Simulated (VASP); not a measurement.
In AlP (zinc blende type) the Al atom of the primitive cell, with all its periodic images, is moved by 0.06 Å along [111].

```
Al P
1.0
     0.00000    2.75500    2.75500
     2.75500    0.00000    2.75500
     2.75500    2.75500    0.00000
Al P
1 1
Direct
  0.00629 0.00629 0.00629
  0.25000 0.25000 0.25000
```

Theory: VASP 6.6.1, HSE06, plane waves, standard recommended PAW potentials.

Cutoff 332 eV; orbitals from an earlier step on the same cell; potentials Al P; PREC = Accurate; HFSCREEN = 0.208; HFRCUT = 0; PRECFOCK = Normal; k-mesh 4×4×4 Γ-centred; Fermi–Dirac smearing of 0.05 eV; no spin polarisation.

Q: What force results?

A: The force on it along the displacement is -0.6629 eV/Å, a force constant of 11.05 eV/Å². A one-sided step along [111] also holds the cubic anharmonicity.

```tsv
atom	Fx (eV/Å)	Fy (eV/Å)	Fz (eV/Å)
Al1	-0.3827	-0.3827	-0.3827
P2	0.3827	0.3827	0.3827
```

The k-mesh is modest, so these values aren't fully converged in k. Potentials made with PBE were used with another functional.
